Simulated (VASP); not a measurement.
Wanted: the native input for a VASP 6.6.1 run.

```yaml
Task: single point
Functional: PBE
Potentials_or_basis: VASP PAW PBE potentials, release 64 (Zn)
Cutoff: 520 eV
k_mesh: 24 × 24 × 24
Occupations: gaussian, width 0.15 eV
Spin: no spin polarisation
Dipole_correction: no
Further_INCAR_settings: ALGO = Normal; EDIFF = 1e-06; NBANDS = 12
```

The structure of Zn lies in POSCAR:

```
Zn
1.0
   -0.8302303281      1.6604606563      1.6604606563
    1.6604606563     -0.8302303281      1.6604606563
    1.6604606563      1.6604606563     -0.8302303281
Zn
1
Direct
    0.0000000000      0.0000000000      0.0000000000
```

This isn't the form of Zn at room conditions, which is hcp.

The input as run:

INCAR

```
ALGO = Normal ; EDIFF = 1E-6
ENCUT = 520 ; GGA = PE
ISIF = 2 ; ISMEAR = 0
LASPH = T ; LCHARG = F
LREAL = F ; LWAVE = F
NBANDS = 12 ; NELM = 100
PREC = Accurate ; SIGMA = 0.15
```

KPOINTS

```
k-points
0
Gamma
  24 24 24
```

Potentials or basis: VASP PAW PBE potentials, release 64 (Zn).

Launch:

```console
$ cat potpaw_PBE.64/Zn/POTCAR > POTCAR
$ mpirun -np 1 vasp_std > vasp.out
```

Results of the run:

```yaml
Pressure: 12.2 GPa
Band_gap_on_the_k_mesh: none (metal or under the smearing width)
```

Wall time 32 s on 1 thread of Intel(R) Xeon(R) Platinum 8488C (Sapphire Rapids) (shared host), peak memory 0.18 GiB.
